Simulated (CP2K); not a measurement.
# GaP (F-43m) in CP2K: further runs

One crystal, GaP, is run at these levels: r2SCAN, r2SCAN0+D4; tasks: single point.

All numbers are computed with CP2K 2026.2; they aren't measurements. Logs are shortened: lines on timing, memory, paths and dates and some standing lists are left out, and cuts for length are marked.

## (1) Starting point

It takes space group F-43m (No. 216, cubic). The conventional cell has a = 5.451 Å, b = 5.451 Å, c = 5.451 Å, α = 90.00°, β = 90.00°, γ = 90.00°. Ga (site symmetry -43m) has 4 P at 2.36 Å as nearest neighbours. Around P (site symmetry -43m) lie 4 Ga at 2.36 Å.

## (2) Single point, r2SCAN

gap_scf.inp reads:

```
&GLOBAL
  PROJECT gap_scf
  RUN_TYPE ENERGY_FORCE
  PRINT_LEVEL LOW
&END GLOBAL
&FORCE_EVAL
  METHOD QS
  STRESS_TENSOR ANALYTICAL
  &DFT
    BASIS_SET_FILE_NAME BASIS_MOLOPT
    POTENTIAL_FILE_NAME POTENTIAL_UZH
    &MGRID
      CUTOFF 675
      REL_CUTOFF 60
      NGRIDS 4
    &END MGRID
    &QS
      METHOD GPW
      EPS_DEFAULT 1.0E-9
    &END QS
    &KPOINTS
      SCHEME MONKHORST-PACK 7 7 7
      GAMMA_CENTERED T
      SYMMETRY T
      SYMMETRY_BACKEND SPGLIB
    &END KPOINTS
    &SCF
      SCF_GUESS ATOMIC
      EPS_SCF 1.0E-6
      MAX_SCF 100
      ADDED_MOS 10
      CHOLESKY OFF
      EPS_EIGVAL 1.0E-7
      &DIAGONALIZATION ON
        ALGORITHM STANDARD
      &END DIAGONALIZATION
      &MIXING ON
        METHOD BROYDEN_MIXING
        ALPHA 0.4
        BETA 1.5
        NBUFFER 8
      &END MIXING
      &SMEAR ON
        METHOD FERMI_DIRAC
        ELECTRONIC_TEMPERATURE [K] 580.226
      &END SMEAR
    &END SCF
    &XC
      &XC_FUNCTIONAL
        &MGGA_X_R2SCAN
        &END MGGA_X_R2SCAN
        &MGGA_C_R2SCAN
        &END MGGA_C_R2SCAN
      &END XC_FUNCTIONAL
    &END XC
    &PRINT
      &KPOINTS ON
      &END KPOINTS
      &MULLIKEN ON
      &END MULLIKEN
      &MO ON
        ENERGIES T
        OCCUPATION_NUMBERS T
        &EACH
          QS_SCF 0
        &END EACH
        ADD_LAST NUMERIC
      &END MO
      &LOWDIN ON
      &END LOWDIN
      &HIRSHFELD ON
        SHAPE_FUNCTION DENSITY
      &END HIRSHFELD
    &END PRINT
  &END DFT
  &SUBSYS
    &CELL
      A 3.8540855109 0.0000000000 0.0000000000
      B 1.9270427554 3.3377359608 0.0000000000
      C 1.9270427554 1.1125786536 3.1468476422
      PERIODIC XYZ
    &END CELL
    &COORD
      SCALED
      Ga  0.0000000000 0.0000000000 0.0000000000
      P   0.7500000000 0.7500000000 0.7500000000
    &END COORD
    &KIND Ga
      BASIS_SET DZVP-MOLOPT-SR-GTH-q13
      POTENTIAL GTH-SCAN-q13
    &END KIND
    &KIND P
      BASIS_SET DZVP-MOLOPT-SR-GTH-q5
      POTENTIAL GTH-SCAN-q5
    &END KIND
    &PRINT
      &ATOMIC_COORDINATES ON
      &END ATOMIC_COORDINATES
      &CELL ON
      &END CELL
    &END PRINT
  &END SUBSYS
  &PRINT
    &FORCES ON
    &END FORCES
    &STRESS_TENSOR ON
    &END STRESS_TENSOR
  &END PRINT
&END FORCE_EVAL
```

Potentials or basis: POTENTIAL_UZH Ga GTH-SCAN-q13, P GTH-SCAN-q5; DZVP-MOLOPT-SR-GTH basis.

On the command line:

```sh
> OMP_NUM_THREADS=4 cp2k.psmp -i gap_scf.inp -o gap_scf.out
```

gap_scf.out:

```text

 CP2K| version string:                                       CP2K version 2026.2
 CP2K| Input file name                                               gap_scf.inp

 GLOBAL| Force Environment number                                              1
 GLOBAL| Basis set file name                                        BASIS_MOLOPT
 GLOBAL| Potential file name                                       POTENTIAL_UZH
 GLOBAL| MM Potential file name                                     MM_POTENTIAL
 GLOBAL| Coordinate file name                                      __STD_INPUT__
 GLOBAL| Method name                                                        CP2K
 GLOBAL| Project name                                                    gap_scf
 GLOBAL| Run type                                                   ENERGY_FORCE
 GLOBAL| FFT library                                                       FFTW3
 GLOBAL| Diagonalization library                                       ScaLAPACK
 GLOBAL| Cholesky decomposition library                                ScaLAPACK
 GLOBAL| DGEMM library                                                      BLAS
 GLOBAL| Direct generalized diagonalization requested                          F
 GLOBAL| Matrix multiplication library                                 ScaLAPACK
 GLOBAL| Global print level                                                  LOW
 GLOBAL| Total number of message passing processes                             1
 GLOBAL| Number of threads for this process                                    4
 GLOBAL| CPU model name                          AMD EPYC 9R45 96-Core Processor

 CELL| Volume [angstrom^3]:                                            40.480796
 CELL| Vector a [angstrom]:       3.854     0.000     0.000   |a| =     3.854086
 CELL| Vector b [angstrom]:       1.927     3.338     0.000   |b| =     3.854086
 CELL| Vector c [angstrom]:       1.927     1.113     3.147   |c| =     3.854086
 CELL| Angle (b,c), alpha [degree]:                                    60.000000
 CELL| Angle (a,c), beta  [degree]:                                    60.000000
 CELL| Angle (a,b), gamma [degree]:                                    60.000000
 CELL| Numerically orthorhombic:                                              NO
 CELL| Periodicity                                                           XYZ

 CELL_REF| Volume [angstrom^3]:                                        40.480796
 CELL_REF| Vector a [angstrom     3.854     0.000     0.000   |a| =     3.854086
 CELL_REF| Vector b [angstrom     1.927     3.338     0.000   |b| =     3.854086
 CELL_REF| Vector c [angstrom     1.927     1.113     3.147   |c| =     3.854086
 CELL_REF| Angle (b,c), alpha [degree]:                                60.000000
 CELL_REF| Angle (a,c), beta  [degree]:                                60.000000
 CELL_REF| Angle (a,b), gamma [degree]:                                60.000000
 CELL_REF| Numerically orthorhombic:                                          NO
 CELL_REF| Periodicity                                                       XYZ
[... 9 lines left out ...]
 TOTAL NUMBERS AND MAXIMUM NUMBERS

  Total number of            - Atomic kinds:                                   2
                             - Atoms:                                          2
                             - Shell sets:                                     2
                             - Shells:                                        12
                             - Primitive Cartesian functions:                 10
                             - Cartesian basis functions:                     44
                             - Spherical basis functions:                     38

  Maximum angular momentum of- Orbital basis functions:                        3
                             - Local part of the GTH pseudopotential:          0
                             - Non-local part of the GTH pseudopotential:      4

 MODULE QUICKSTEP: ATOMIC COORDINATES IN ANGSTROM

   Atom Kind Element         X             Y             Z       Z(eff)     Mass
      1    1 Ga   31      0.000000      0.000000      0.000000  13.0000  69.7230
      2    2 P    15      5.781128      3.337736      2.360136   5.0000  30.9738

 SCF PARAMETERS         Density guess:                                    ATOMIC
                        --------------------------------------------------------
                        max_scf:                                             100
[... 7 lines left out ...]
                        --------------------------------------------------------
                        level_shift [a.u.]:                             0.000000
                        added MOs                                        10    0
                        --------------------------------------------------------
                        Mixing method:                            BROYDEN_MIXING
[... 11 lines left out ...]
 *******************************************************************************
 BRILLOUIN| K-point scheme                                        Monkhorst-Pack
 BRILLOUIN| K-Point grid                                             7    7    7
 BRILLOUIN| Gamma-centered k-point mesh                                     ON
 BRILLOUIN| K-point symmetry accuracy                               0.100000E-05
 BRILLOUIN| K-Point point group symmetrization                                ON
 BRILLOUIN| Symmetry backend                                             SPGLIB
 BRILLOUIN| Symmetry reduction method                                    SPGLIB
 BRILLOUIN| Wavefunction type                                            COMPLEX
 BRILLOUIN| List of Kpoints [2 Pi/Bohr]                                       20
 BRILLOUIN| Number           Weight            X              Y              Z
 BRILLOUIN|     1           0.02332       -0.42857       -0.42857       -0.42857
 BRILLOUIN|     2           0.06997       -0.42857       -0.42857       -0.28571
 BRILLOUIN|     3           0.06997       -0.42857       -0.42857       -0.14286
 BRILLOUIN|     4           0.01749       -0.42857       -0.42857        0.00000
 BRILLOUIN|     5           0.03499       -0.42857       -0.42857        0.14286
 BRILLOUIN|     6           0.06997       -0.42857       -0.42857        0.28571
[... 12 lines left out ...]
 BRILLOUIN|    19           0.01749       -0.14286       -0.14286        0.00000
 BRILLOUIN|    20           0.00292        0.00000        0.00000        0.00000
 *******************************************************************************

 Extrapolation method: initial_guess

 Number of electrons:                                                         18
 Number of occupied orbitals:                                                  9
 Number of molecular orbitals:                                                19

 Number of orbital functions:                                                 38
 Number of independent orbital functions:                                     38

 SCF WAVEFUNCTION OPTIMIZATION

  Step     Update method      Time    Convergence         Total energy    Change
  ------------------------------------------------------------------------------
     1 NoMix/Diag. 0.40E+00    0.8     1.35543656       -80.8578953042 -8.09E+01
     2 Broy./Diag. 0.40E+00    0.9     0.04305574       -80.8372627984  2.06E-02
     3 Broy./Diag. 0.40E+00    0.9     0.09181928       -80.6804762642  1.57E-01
     4 Broy./Diag. 0.40E+00    0.9     0.01149157       -80.6708015069  9.67E-03
     5 Broy./Diag. 0.40E+00    0.9     0.01236105       -80.7336941034 -6.29E-02
     6 Broy./Diag. 0.40E+00    0.9     0.00625458       -80.7529359785 -1.92E-02
     7 Broy./Diag. 0.40E+00    0.9     0.00025374       -80.7519341941  1.00E-03
     8 Broy./Diag. 0.40E+00    0.9     0.00064917       -80.7532224250 -1.29E-03
     9 Broy./Diag. 0.40E+00    0.9     0.00003982       -80.7551803180 -1.96E-03
    10 Broy./Diag. 0.40E+00    0.9     0.00005635       -80.7554407037 -2.60E-04
    11 Broy./Diag. 0.40E+00    0.9     0.00001819       -80.7553695428  7.12E-05
    12 Broy./Diag. 0.40E+00    0.9     0.00000681       -80.7553222427  4.73E-05
    13 Broy./Diag. 0.40E+00    0.9     0.00000370       -80.7553187283  3.51E-06
    14 Broy./Diag. 0.40E+00    0.9     0.00000118       -80.7553193860 -6.58E-07
    15 Broy./Diag. 0.40E+00    0.9     0.00000064       -80.7553204934 -1.11E-06

  *** SCF run converged in    15 steps ***

  Electronic density on regular grids:        -17.9999995871        0.0000004129
  Core density on regular grids:               17.9999999838       -0.0000000162
  Total charge density on r-space grids:        0.0000003967
  Total charge density g-space grids:           0.0000003967

  Overlap energy of the core charge distribution:               0.00000000043697
  Self energy of the core charge distribution:               -114.12489325086166
  Core Hamiltonian energy:                                     32.75623473313401
  Hartree energy:                                              11.66023252312530
  Exchange-correlation energy:                                -11.04689449919267
  Electronic entropic energy:                                  -0.00000000001107
  Fermi energy:                                                 0.19830649783631

  Total energy:                                               -80.75532049336911
  Total energy (extrapolated to T->0):                        -80.75532049336358

 MO| EIGENVALUES AND OCCUPATION NUMBERS FOR K POINT 1
 MO|
 MO|  Index      Eigenvalue [a.u.]        Eigenvalue [eV]             Occupation
 MO|      1              -0.374857             -10.200371               2.000000
 MO|      2              -0.369828             -10.063534               2.000000
 MO|      3              -0.369828             -10.063533               2.000000
 MO|      4              -0.366021              -9.959933               2.000000
 MO|      5              -0.366021              -9.959933               2.000000
 MO|      6              -0.242355              -6.594821               2.000000
[... 11 lines left out ...]
 MO|     18               0.815651              22.194991               0.000000
[... 324 lines left out ...]
 MO|      5              -0.366204              -9.964913               2.000000
 MO|      6              -0.276728              -7.530141               2.000000
[... 11 lines left out ...]
 MO|     18               0.927472              25.237808               0.000000
 MO|     19               0.927473              25.237824               0.000000
 MO| Sum:                                                              18.000000
 MO| E(Fermi):            0.198306 a.u.          5.396194 eV

 [... the levels of further k-points ...]

 !-----------------------------------------------------------------------------!
                     Mulliken Population Analysis

 #  Atom  Element  Kind  Atomic population                           Net charge
       1     Ga       1         12.842173                              0.157827
       2     P        2          5.157827                             -0.157827
 # Total charge                             18.000000                  0.000000

 !-----------------------------------------------------------------------------!

 !-----------------------------------------------------------------------------!
                           Hirshfeld Charges

  #Atom  Element  Kind  Ref Charge     Population                    Net charge
      1       Ga     1      13.000         12.838                         0.162
      2       P      2       5.000          5.162                        -0.162

  Total Charge                                                           -0.000
 !-----------------------------------------------------------------------------!

 LOWDIN POPULATION ANALYSIS

 #  Atom  Element  Kind  Atomic population                           Net charge
       1     Ga       1         13.709254                             -0.709254
       2     P        2          4.290746                              0.709254
 # Total charge                             18.000000                 -0.000000

 ENERGY| Total FORCE_EVAL ( QS ) energy [hartree]            -80.755320288239005

 FORCES| Atomic forces [hartree/bohr]
 FORCES|   Atom     x               y               z               |f|
 FORCES|      1  1.02866310E-07  6.49104117E-08  3.97830337E-08   1.27974721E-07
 FORCES|      2 -1.00095566E-07 -6.31909554E-08 -3.85470305E-08   1.24491336E-07
 FORCES| Sum     2.77074469E-09  1.71945627E-09  1.23600326E-09
 FORCES| Total atomic force                                       3.48729982E-09

 STRESS| Analytical stress tensor [bar]
 STRESS|                        x                   y                   z
 STRESS|      x       -1.81611607951E+03   8.73856903433E+00   6.17303229321E+00
 STRESS|      y        8.73856903433E+00  -1.82581073618E+03   3.58574117554E+00
 STRESS|      z        6.17303229321E+00   3.58574117554E+00  -1.82820634950E+03
 STRESS| 1/3 Trace                                            -1.82337772173E+03
 STRESS| Determinant                                          -6.06188769553E+09

 STRESS| Eigenvectors and eigenvalues of the analytical stress tensor [bar]
 STRESS|                        1                   2                   3
 STRESS| Eigenvalues  -1.83096493055E+03  -1.83077051440E+03  -1.80839772024E+03
 STRESS|      x          -0.556903284998     -0.179310529682      0.810991038855
 STRESS|      y           0.806734739285     -0.349049574606      0.476805468613
 STRESS|      z           0.197579835989      0.919789176068      0.339042888139
```

Wall time 18 s (4 threads of AMD EPYC 9R45 (Zen 5), shared host); peak memory 0.41 GiB.

What came out:

- Free energy: -2197.4640 eV
- Pressure: -0.2 GPa
- Band gap on the k mesh: 1.90 eV, indirect (least direct gap 2.20 eV)
- Mulliken charges: Ga +0.16; P -0.16 e
- Hirshfeld charges: Ga +0.16; P -0.16 e

Caveat: Mulliken charges move with the basis; an odd mesh through Γ misses points on the zone boundary, where band edges often lie; the basis of atomic orbitals isn't converged, which shifts pressures, moduli and gaps.

(Continued in part 2 of 2.)
